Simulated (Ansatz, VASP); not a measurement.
# Li (a cell with a defect): VASP beside Ansatz

```
Li
1.0
     6.86721    0.00000    0.00000
     0.00000    6.86721    0.00000
     0.00000    0.00000    6.86721
Li
15
Direct
  0.00000 0.00000 0.50000
  0.00000 0.50000 0.00000
  0.00000 0.50000 0.50000
  0.50000 0.00000 0.00000
  0.50000 0.00000 0.50000
  0.50000 0.50000 0.00000
  0.50000 0.50000 0.50000
  0.00000 0.00000 0.00000
  0.25000 0.25000 0.75000
  0.25000 0.75000 0.25000
  0.25000 0.75000 0.75000
  0.75000 0.25000 0.25000
  0.75000 0.25000 0.75000
  0.75000 0.75000 0.25000
  0.75000 0.75000 0.75000
```

Alike in both runs: task relaxation of the atoms; functional PBE; k mesh 2 × 2 × 2; occupations methfessel-paxton of order 1, width 0.1 eV; no spin polarisation.

```csv
,VASP,Ansatz
version,VASP 6.6.1,Ansatz 0.2.0
potentials or method,"VASP PAW PBE potentials, release 64 (Li_sv)","scalar-relativistic, plane waves, PAW"
plane-wave cutoff (eV),520,420
valence electrons in the cell,45,45
```

```tsv
	VASP	Ansatz	Ansatz less VASP
gap on the k mesh at the Fermi level, each at its own relaxed structure (eV)	none	none	-
energy change over the relaxation (meV/atom)	-3	-3	0.0
```

A gap of «none» marks a metal or a gap that the smearing closes.

Caveats: the k mesh is coarse (spacing up to 0.46 Å⁻¹), so the values aren't converged.
